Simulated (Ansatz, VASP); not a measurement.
**One calculation of NiO, two programs**

File INCAR:

```
  PREC = Accurate
  ENCUT = 520
  EDIFF = 1E-6
  ISMEAR = 0
  SIGMA = 0.05
  LREAL = F
  LASPH = T
  NELM = 150
  ALGO = Fast
  ISIF = 2
  LWAVE = F
  LCHARG = T
  ISPIN = 2
  MAGMOM = 1 -0.5 0 0
  LORBIT = 11
  LMAXMIX = 4
  LDAU = T
  LDAUTYPE = 2
  LDAUL = 2 -1
  LDAUU = 7 0
  LDAUJ = 0 0
  LDAUPRINT = 1
  GGA = PE
  LELF = T
  LVHAR = T
```

Contents of KPOINTS:

```
regular mesh
0
Gamma
  8 8 8
```

File POSCAR:

```
NiO
1.0
    2.0913095100      2.0913095100      4.1826190200
    2.0913095100     -2.0913095100      0.0000000000
    2.0913095100      2.0913095100      0.0000000000
Ni O
2 2
Direct
    0.0000000000      0.0000000000      0.0000000000
    0.5000000000      0.5000000000      0.0000000000
    0.5000000000      0.0000000000      0.5000000000
    0.0000000000      0.5000000000      0.5000000000
```

File input.yaml:

```yaml
crystal:
  lattice:
    - [2.09130951, 2.09130951, 4.18261902]
    - [2.09130951, -2.09130951, 0.0]
    - [2.09130951, 2.09130951, 0.0]
  atoms:
    - { symbol: Ni, position: [0.0, 0.0, 0.0], spin: 1.0 }
    - { symbol: Ni, position: [0.5, 0.5, 0.0], spin: -0.5 }
    - { symbol: O, position: [0.5, 0.0, 0.5] }
    - { symbol: O, position: [0.0, 0.5, 0.5] }
hamiltonian:
  xc: pbe
  pseudopotentials: { kind: paw }
  hubbard: { sites: [{ species: Ni, l: d, u_eff: 7.0 }] }
magnetization:
  spin_polarized: true
kpoints:
  mp_grid: { grid: [8, 8, 8] }
scf:
  occupations: { method: gaussian, width: 0.05 }
output:
  forces: true
  stress: true
  eigenvalues: true
```

Alike in both runs: task single point; functional PBE; k mesh 8 × 8 × 8; occupations gaussian, width 0.05 eV; collinear spin, ferrimagnetic start; Hubbard terms Ni d U = 7 eV.

|  | VASP | Ansatz |
| --- | --- | --- |
| version | VASP 6.6.1 | Ansatz 0.2.0 |
| potentials or method | VASP PAW PBE potentials, release 64 (Ni, O) | Ansatz PAW |
| plane-wave cutoff (eV) | 520 | 420 |
| valence electrons in the cell | 32 | 48 |

```tsv
	VASP	Ansatz	Ansatz less VASP
gap on the k mesh at the Fermi level (eV)	2.93	2.38	-0.551
least direct gap on the mesh (eV)	3.71	3.31	-0.403
pressure (GPa)	1.1	13.4	+12.32
net moment per atom (μB)	0.00	0.00	0.000
size of the moment on the site where the two differ most (μB)	1.86	1.74	-0.120
```

Site moments also hang on the region over which each program counts them. The programs project onto different local orbitals, so the same U acts differently. The two sets of potentials don't hold the same shells in valence.

Caveats: the magnetic or orbital state may not be the lowest (Ansatz); the pressure holds a Pulay correction of +0.7 GPa for the finite cutoff (Ansatz). A k mesh can miss the band edges. The state reached can hang on the start; a lower one may exist.
